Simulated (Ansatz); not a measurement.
Runs of Ansatz 0.2.0 on Si. The structure is cubic, space group Fd-3m (No. 227). Conventional cell: a = 5.444 Å, b = 5.444 Å, c = 5.444 Å, α = 90.00°, β = 90.00°, γ = 90.00°. Si (site symmetry -43m) has 4 Si at 2.36 Å as nearest neighbours. 

```tsv
task	level	cell	cutoff (eV)	smearing	gap on the mesh (eV)	pressure (GPa)	relaxed volume (Å³/atom)	largest force (eV/Å)
single point	LDA	cell strained at random at fixed volume	235	gaussian 0.01 eV	0.34	-2.0	-	0.41
single point	LDA	cell strained at random at fixed volume	235	fermi-dirac 0.05 eV	0.34	-2.0	-	0.41
relaxation of cell and atoms	RPBE	relaxed	-	fermi-dirac 0.05 eV	0.74	0.0	20.81	-
relaxation of cell and atoms	LDA	relaxed	-	fermi-dirac 0.05 eV	(a)	0.0	19.69	-
```

Alike in all rows: potentials or basis all-electron LAPW, scalar-relativistic; no spin polarisation; k mesh 8 × 8 × 8; basis error allowed 0.001 eV/atom.

**Question.** Fill in the values left out.

**Answer.** (a) 0.49.

A k mesh can miss the band edges.

Runs at the PBE level aren't shown here.
